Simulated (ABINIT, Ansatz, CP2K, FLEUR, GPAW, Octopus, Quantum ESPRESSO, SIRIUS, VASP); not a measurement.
**One calculation of ZnO, 10 ways**

```
Zn O
1.0
     3.24931    0.00000    0.00000
    -1.62465    2.81398    0.00000
     0.00000    0.00000    5.20571
Zn O
2 2
Direct
  0.66667 0.33333 0.00000
  0.33333 0.66667 0.50000
  0.33333 0.66667 0.87901
  0.66667 0.33333 0.37901
```

Alike in all runs: task single point; functional PBE; k mesh 9 × 9 × 5; occupations fermi-dirac, width 0.05 eV; no spin polarisation; no spin-orbit coupling. Pressure is positive in compression and, in plane waves, holds the error of the finite cutoff, which Ansatz's Pulay term estimates and takes out.

```
                                                     program and potentials  plane-wave cutoff (eV)                                                                     notes  pressure (GPa)  largest force (eV/Å)
                                  Quantum ESPRESSO, SSSP 1.3 efficiency PBE                     748                                   13 valence electrons an atom on average            5.11                 0.072
                              SIRIUS, all-electron FP-LAPW, apw+lo standard                       -                                                                         -               -                 0.073
                                      Ansatz, Ansatz PAW (earlier soft set)                     420  9 valence electrons an atom on average; Pulay term of +0.48 GPa included            4.99                 0.070
CP2K, POTENTIAL_UZH Zn GTH-PBE-q12, O GTH-PBE-q6; TZVP-MOLOPT-PBE-GTH basis                       -                      atomic basis; 9 valence electrons an atom on average            6.17                     -
                             Ansatz, all-electron LAPW, scalar-relativistic                       -                                                                         -            4.82                 0.070
                                                 FLEUR, all-electron, FLAPW                       -                                                                         -               -                 0.070
                                 GPAW, GPAW PAW data sets (gpaw-data 1.2.1)                     800                                    9 valence electrons an atom on average            5.07                 0.073
                                          VASP, PBE PAW files O, Zn, 520 eV                     520                                    9 valence electrons an atom on average            5.98                 0.074
                              Octopus, pseudodojo_pbe (PseudoDojo 0.5, PBE)                       -                                   13 valence electrons an atom on average               -                 0.075
                                                   ABINIT, JTH PAW PBE v2.0                     626                                    9 valence electrons an atom on average            4.35                 0.072
```

Force on atom 1 (Zn), eV/Å:

```json
{"program and potentials": "Quantum ESPRESSO, SSSP 1.3 efficiency PBE", "x": "0.000", "y": "0.000", "z": "-0.072"}
{"program and potentials": "SIRIUS, all-electron FP-LAPW, apw+lo standard", "x": "0.000", "y": "0.000", "z": "-0.073"}
{"program and potentials": "Ansatz, Ansatz PAW (earlier soft set)", "x": "0.000", "y": "0.000", "z": "-0.070"}
{"program and potentials": "Ansatz, all-electron LAPW, scalar-relativistic", "x": "0.000", "y": "0.000", "z": "-0.070"}
{"program and potentials": "FLEUR, all-electron, FLAPW", "x": "0.000", "y": "0.000", "z": "-0.070"}
{"program and potentials": "GPAW, GPAW PAW data sets (gpaw-data 1.2.1)", "x": "0.000", "y": "0.000", "z": "-0.072"}
{"program and potentials": "VASP, PBE PAW files O, Zn, 520 eV", "x": "0.000", "y": "0.000", "z": "-0.074"}
{"program and potentials": "Octopus, pseudodojo_pbe (PseudoDojo 0.5, PBE)", "x": "0.000", "y": "0.000", "z": "-0.075"}
{"program and potentials": "ABINIT, JTH PAW PBE v2.0", "x": "0.000", "y": "0.000", "z": "-0.072"}
```

The pressure spans 4.35 (ABINIT, JTH PAW PBE v2.0) to 6.17 GPa (CP2K, POTENTIAL_UZH Zn GTH-PBE-q12, O GTH-PBE-q6; TZVP-MOLOPT-PBE-GTH basis), with all-electron results at 4.82. Rows in atomic bases carry the error of their basis and grid, which can be large.

Differences between rows come from potentials, basis sets and numerical settings, since the functional is the same but for its coding. Runs on potential files found faulty are left out.
